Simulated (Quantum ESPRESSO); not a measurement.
A calculation with Quantum ESPRESSO 7.5 of Sn (native input, structure typed inline):

pw.in

```
&CONTROL
  calculation = 'scf'
  prefix = 'pwscf'
  outdir = './tmp'
  pseudo_dir = './pseudo'
  tprnfor = .true.
  tstress = .true.
  disk_io = 'low'
/
&SYSTEM
  ibrav = 0
  celldm(1) = 8
  nat = 1
  ntyp = 1
  ecutwfc = 68
  ecutrho = 544
  nbnd = 13
  occupations = 'smearing'
  smearing = 'fd'
  degauss = 0.00367493
/
&ELECTRONS
  conv_thr = 2d-10
  electron_maxstep = 120
  mixing_beta = 0.5
/
ATOMIC_SPECIES
Sn   118.7100 sn_pbesol_v1.4.uspp.F.UPF
CELL_PARAMETERS alat
 -0.4793265302226   0.4793265302226   0.3922976923850
  0.4793265302226  -0.4793265302226   0.3922976923850
  0.4793265302226   0.4793265302226  -0.3922976923850
ATOMIC_POSITIONS crystal
Sn     0.0000000000    0.0000000000    0.0000000000
K_POINTS automatic
10 10 10 0 0 0
```

File pp_density.in:

```
&INPUTPP
  prefix = 'pwscf'
  outdir = './tmp'
  filplot = 'density.dat'
  plot_num = 0
/
&PLOT
  nfile = 1
  filepp(1) = 'density.dat'
  iflag = 3
  output_format = 6
  fileout = 'density.cube'
/
```

The input pp_potential.in:

```
&INPUTPP
  prefix = 'pwscf'
  outdir = './tmp'
  filplot = 'potential.dat'
  plot_num = 11
/
&PLOT
  nfile = 1
  filepp(1) = 'potential.dat'
  iflag = 3
  output_format = 6
  fileout = 'potential.cube'
/
```

Potentials or basis: GBRV 1.5 PBEsol.

Run with:

```console
$ OMP_NUM_THREADS=1 mpirun -n 2 pw.x -nk 2 -in pw.in > pw.out
$ OMP_NUM_THREADS=1 mpirun -n 1 pp.x -in pp_density.in > pp_density.out
$ OMP_NUM_THREADS=1 mpirun -n 1 pp.x -in pp_potential.in > pp_potential.out
```

This isn't the form of Sn at room conditions, which is tetragonal (white tin).

Problem. Write the same calculation in another form: ASE script, structure typed inline.

Solution. As run:

Contents of run.py:

```python
import numpy as np
from ase.calculators.espresso import Espresso, EspressoProfile
from ase import Atoms

atoms = Atoms(['Sn'],
              cell=[[-2.029189411, 2.029189411, 1.6607599896], [2.029189411, -2.029189411, 1.6607599896], [2.029189411, 2.029189411, -1.6607599896]],
              scaled_positions=[[0.0, 0.0, 0.0]],
              pbc=True)

input_data = {
    'control': {'calculation': 'scf', 'prefix': 'pwscf', 'outdir': './tmp', 'tprnfor': True, 'tstress': True, 'disk_io': 'nowf'},
    'system': {'ecutwfc': 68.0, 'ecutrho': 544.0, 'nbnd': 13, 'occupations': 'smearing', 'smearing': 'fd', 'degauss': 0.00367493},
    'electrons': {'conv_thr': 2e-10, 'electron_maxstep': 120, 'mixing_beta': 0.5},
}
pseudopotentials = {'Sn': 'sn_pbesol_v1.4.uspp.F.UPF'}
profile = EspressoProfile(command='mpirun -n 2 pw.x -nk 2', pseudo_dir='pseudo')
dft = Espresso(profile=profile, input_data=input_data, pseudopotentials=pseudopotentials, kpts=(10, 10, 10), koffset=(0, 0, 0))
atoms.calc = dft

print(f'energy {atoms.get_potential_energy():.8f} eV')
print('forces (eV/A)')
print(np.round(atoms.get_forces(), 6))
print('stress (eV/A^3, Voigt)')
print(np.round(atoms.get_stress(), 8))
print(f'Fermi level {dft.get_fermi_level():.4f} eV')
```

Potentials or basis: GBRV 1.5 PBEsol.

Run with:

```console
$ OMP_NUM_THREADS=1 python run.py
```

Both were run:

|  | native input, structure typed inline | ASE script, structure typed inline |
| --- | --- | --- |
| Pressure | -2.2 GPa | -2.2 GPa |
| Band gap on the k mesh | none (metal or under the smearing width) | none (metal or under the smearing width) |

Keys that steer only the numerical path or the files written may differ.
